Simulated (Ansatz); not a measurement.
**C_N in GaN (P6_3mc): which k-points does the level need?**

Question: how much does the k-point sampling change the (0/−1) level of C_N in GaN (P6_3mc), and what does each choice cost? Model: a cell of 72 host atoms with 1 N taken out and 1 C put in.

Program: Ansatz 0.2.0. Level of theory: plane-wave PAW DFT; relaxations with PBEsol, then single points with PBEsol, on supercells at fixed charge in a uniform background. Results are calculated unless marked as measured.

Most raw output is cut from this account.

## Step 1: The starting structure

The cell holds 72 atoms: 36 Ga, 35 N and 1 C. Its edges and angles: a = 9.549 Å, b = 9.549 Å, c = 10.371 Å, α = 90.0°, β = 90.0°, γ = 120.0°. It derives from GaN (space group P6_3mc). Nearest the centre at fractional (0.556, 0.444, 0.438): C35 at 0.00 Å, Ga58 at 1.95 Å, Ga26 at 1.95 Å, Ga34 at 1.95 Å, Ga33 at 1.95 Å, N28 at 3.18 Å, N64 at 3.18 Å, N60 at 3.18 Å. The cell carries charge −1.

As a file:

Known beforehand: the electronic dielectric constant, (5.83, 5.83, 6.02), and the static one, (10.10, 10.10, 11.18), computed on the host (DFPT, PBEsol).

The cell's shortest repeat is 9.5 Å.

## Step 2: Relaxing both charge states, PBEsol

The study needs fixed structures, so each charge is relaxed once, at one point at (¼, ¼, ¼), from small random displacements that break the symmetry of the site.

The input, qm1.relax/input.yaml:

```yaml
crystal:
  lattice:
    - [3.18286191, 0.0, 0.0]
    - [-1.59143095, 2.75643927, 0.0]
    - [0.0, 0.0, 5.18546213]
  atoms:
    - { symbol: Ga, position: [0.666667, 0.333333, 0.499179] }
    - { symbol: Ga, position: [0.333333, 0.666667, 0.999179] }
    - { symbol: "N", position: [0.666667, 0.333333, 0.875821] }
    - { symbol: "N", position: [0.333333, 0.666667, 0.375821] }
  supercell: [3, 3, 2]
  defects: [{ substitution: { at: 34, symbol: C } }]
total_charge: -1
basis:
  ecutwfc: 420
  xc_grid: 2
hamiltonian:
  xc: pbesol
  pseudopotentials: { kind: paw, azcp: { folder: soft_1 }, xc_functional: pbe }
kpoints:
  mp_grid: { grid: [1, 1, 1], shift: [0.25, 0.25, 0.25] }
scf:
  occupations: { method: fixed }
  max_iter: 60
output:
  forces: true
  charged_corrections:
    epsilon: [5.83, 5.83, 6.02]
    static_epsilon: [10.1, 10.1, 11.18]
    defect_position: [0.555556, 0.444444, 0.43791]
relax:
  f_tol: 0.015
  max_steps: 60
  random_displacement: { amplitude: 0.04, seed: 5340 }
checkpoint:
  write: "../qm1.relax.run"
  compress: false
  write_wavefunctions: true
  write_every: 100000
```

Command:

```console
$ ansatz run input.yaml --threads 32 --pin off --max-ram 84787MiB --backend cuda --events-out ev --progress --plain --runs-dir out --max-vram 78GiB
```

Wall time 3.7 s (1 × NVIDIA GB200 with 32 threads of Arm Neoverse V2, shared host); peak memory 1.4 GiB.

The steps of the relaxation:

```csv
step,energy less that of the first step (eV),largest force component (eV/Å)
1,0.0000,1.5036
2,-0.9599,0.7235
3,-1.2926,0.0430
4,-1.2937,0.0093
```

The atoms that moved most (Å, from the sites as typed, ahead of the random displacement, the mean shift of all atoms taken out):

```csv
atom,dx,dy,dz,length
N60,0.012,0.003,-0.033,0.035
N28,0.004,-0.013,-0.032,0.035
N36,-0.006,0.004,-0.032,0.033
N32,0.003,-0.020,0.022,0.030
N64,0.018,0.007,0.022,0.029
Ga37,0.002,-0.001,-0.028,0.028
Ga58,-0.025,-0.013,-0.005,0.028
Ga26,-0.001,0.027,-0.004,0.027
```

Neighbours of C35 at the end:

```csv
atom,distance (Å)
Ga34,1.920
Ga26,1.921
Ga58,1.922
Ga33,1.930
N3,3.198
N67,3.199
N11,3.199
N43,3.200
N40,3.201
N27,3.203
N59,3.204
Ga37,3.204
N36,3.205
N64,3.209
N32,3.209
N28,3.213
```

| charge | moment set (μB) | steps | largest displacement (Å) | time |
| --- | --- | --- | --- | --- |
| −1 | 0 | 4 | 0.04 | 3.7 s |
| 0 | 1 | 5 | 0.04 | 5.1 s |

The relaxation ends 18 meV an atom lower than the displaced start, with a largest force component of 0.0093 eV/Å.

## Step 3: First setting: the zone centre alone

The defect state overlaps with its images and forms a narrow band, so the k-points decide which part of that band enters the energy. A point off the zone centre usually averages it better, but needs complex orbitals and more time.

The input, qm1.kg/input.yaml:

```yaml
crystal:
  checkpoint: "../qm1.relax.run"
  host: checkpoint
total_charge: -1
basis:
  ecutwfc: 420
  xc_grid: 2
hamiltonian:
  xc: pbesol
  pseudopotentials: { kind: paw, azcp: { folder: soft_1 }, xc_functional: pbe }
kpoints:
  mp_grid: { grid: [1, 1, 1] }
scf:
  occupations: { method: fixed }
  max_iter: 60
output:
  forces: true
  charged_corrections:
    epsilon: [5.83, 5.83, 6.02]
    static_epsilon: [10.1, 10.1, 11.18]
    defect_position: [0.555556, 0.444444, 0.43791]
  eigenvalues: true
checkpoint:
  read: "../qm1.relax.run"
  write: "../qm1.kg.run"
  compress: false
  write_wavefunctions: false
  write_every: 100000
```

The job ended after 1.4 s (1 × NVIDIA GB200 with 32 threads; peak memory 1.2 GiB; 3.1 s of CPU time).

Both charges and the host at this setting go to place-levels, which corrects for the image charge and aligns the potentials.

The input, levels.kg.yaml:

```yaml
host:
  run: host.kg.run
states: [qm1.kg.run, q0_M1.kg.run]
geometry_from:
  qm1.kg.run: qm1.relax.run
  q0_M1.kg.run: q0_M1.relax.run
  host.kg.run: host.relax.run
chemical_potentials:
  "N":
    energy: -378.476431
    dataset: "<sha256 of the dataset>"
  C:
    energy: -246.668769
    dataset: "<sha256 of the dataset>"
```

Command:

```console
$ ansatz place-levels levels.kg.yaml -- --threads 32 --pin off --max-ram 84787MiB --backend cuda --max-vram 78GiB
```

Elapsed: 0.14 s, on 32 threads.

At this setting the gap is 1.837 eV and (0/−1) lies 0.546 eV above the valence top.

## Step 4: The other settings

In the defect's inputs only the studied keys change. One input of each further setting:

qm1.kq/input.yaml, as its differences from qm1.kg/input.yaml of step 3:

```diff
@@ -11,3 +11,3 @@
 kpoints:
-  mp_grid: { grid: [1, 1, 1] }
+  mp_grid: { grid: [1, 1, 1], shift: [0.25, 0.25, 0.25] }
 scf:
@@ -24,3 +24,3 @@
   read: "../qm1.relax.run"
-  write: "../qm1.kg.run"
+  write: "../qm1.kq.run"
   compress: false
```

qm1.km0/input.yaml, as its differences from qm1.kq/input.yaml of step 4:

```diff
@@ -11,3 +11,3 @@
 kpoints:
-  mp_grid: { grid: [1, 1, 1], shift: [0.25, 0.25, 0.25] }
+  mp_grid: { grid: [2, 2, 2] }
 scf:
@@ -24,3 +24,3 @@
   read: "../qm1.relax.run"
-  write: "../qm1.kq.run"
+  write: "../qm1.km0.run"
   compress: false
```

qm1.kms/input.yaml, as its differences from qm1.km0/input.yaml of step 4:

```diff
@@ -11,3 +11,3 @@
 kpoints:
-  mp_grid: { grid: [2, 2, 2] }
+  mp_grid: { grid: [2, 2, 2], shift: [0.5, 0.5, 0.5] }
 scf:
@@ -24,3 +24,3 @@
   read: "../qm1.relax.run"
-  write: "../qm1.km0.run"
+  write: "../qm1.kms.run"
   compress: false
```

qm1.km3/input.yaml, as its differences from qm1.kms/input.yaml of step 4:

```diff
@@ -11,3 +11,3 @@
 kpoints:
-  mp_grid: { grid: [2, 2, 2], shift: [0.5, 0.5, 0.5] }
+  mp_grid: { grid: [3, 3, 3] }
 scf:
@@ -24,3 +24,3 @@
   read: "../qm1.relax.run"
-  write: "../qm1.kms.run"
+  write: "../qm1.km3.run"
   compress: false
```

qm1.km4/input.yaml, as its differences from qm1.km3/input.yaml of step 4:

```diff
@@ -11,3 +11,3 @@
 kpoints:
-  mp_grid: { grid: [3, 3, 3] }
+  mp_grid: { grid: [4, 4, 4], shift: [0.5, 0.5, 0.5] }
 scf:
@@ -24,3 +24,3 @@
   read: "../qm1.relax.run"
-  write: "../qm1.km3.run"
+  write: "../qm1.km4.run"
   compress: false
```

## Step 5: Result against cost

Times of the states on 1 × NVIDIA GB200 with 32 threads of Arm Neoverse V2, shared host; the host is run again at each setting:

| k-point sampling | gap (eV) | (0/−1) above the valence top (eV) | under the conduction bottom (eV) | level less that at a 4×4×4 shifted mesh (meV) | time, both charge states | time, host and placing | peak memory of a state (GiB) |
| --- | --- | --- | --- | --- | --- | --- | --- |
| the zone centre alone | 1.837 | 0.546 | 1.291 | 211 | 3.1 s | 6.6 s | 1.2 |
| one point at (¼, ¼, ¼) * | 1.885 | 0.292 | 1.593 | -43 | 3 s | 16 s | 1.4 |
| a 2×2×2 Γ-centred mesh | 1.876 | 0.381 | 1.495 | 46 | 5 s | 7 s | 1.5 |
| a 2×2×2 shifted mesh | 1.877 | 0.312 | 1.565 | -23 | 4.7 s | 11 s | 1.5 |
| a 3×3×3 Γ-centred mesh | 1.877 | 0.339 | 1.538 | 4 | 8.9 s | 6.8 s | 1.9 |
| a 4×4×4 shifted mesh | 1.877 | 0.334 | 1.543 | 0 | 19 s | 12 s | 2.5 |

* started from the relaxation's converged state in the same settings, so its time is no fair cost.

## Step 6: Outcome

```yaml
0_minus_1_level_the_zone_centre_alone: 0.55 eV
0_minus_1_level_one_point_at: 0.29 eV
0_minus_1_level_a_2x2x2_gamma_centred_mesh: 0.38 eV
0_minus_1_level_a_2x2x2_shifted_mesh: 0.31 eV
0_minus_1_level_a_3x3x3_gamma_centred_mesh: 0.34 eV
0_minus_1_level_a_4x4x4_shifted_mesh: 0.33 eV
```

What this shows: Over the settings in the table the level spans 0.254 eV; a 3×3×3 Γ-centred mesh lies within 0.02 eV of the reference (a 4×4×4 shifted mesh, 0.33 eV). The largest miss of the level above the valence top is 211 meV, with the zone centre alone. In a reference run the bands overlap at the filling edge, so the reference itself is in doubt. Only the charges −1 and 0 were run, each from one start, so (0/−1) need not be a change between stable states. At a 2×2×2 Γ-centred mesh, a 3×3×3 Γ-centred mesh and a 4×4×4 shifted mesh a state has next to no gap at its filling edge, or overlapping levels, which makes the level less certain. What this leaves open: PBEsol makes the gap too small and tends to spread out bound carriers; force components of up to 0.27 eV/Å remain in a run at the final settings.

[Logs are printed without paths, hosts, clocks, repeated set-up lines and the standing remarks that a program may print on its own settings, such as how far it seeks lower states.]

[Hosts, paths, dates, database ids (printed as entryN), source tags and the programs' standing remarks are cut or masked in the printed files.]

[Where a table of states has a column of steps, it counts the stored structures, which are thinned; the runs took as many ionic steps or more.]

[For some hosts the program warned that the k-mesh of the response run may be too coarse for force constants and the static dielectric constant; such warnings are not shown here.]
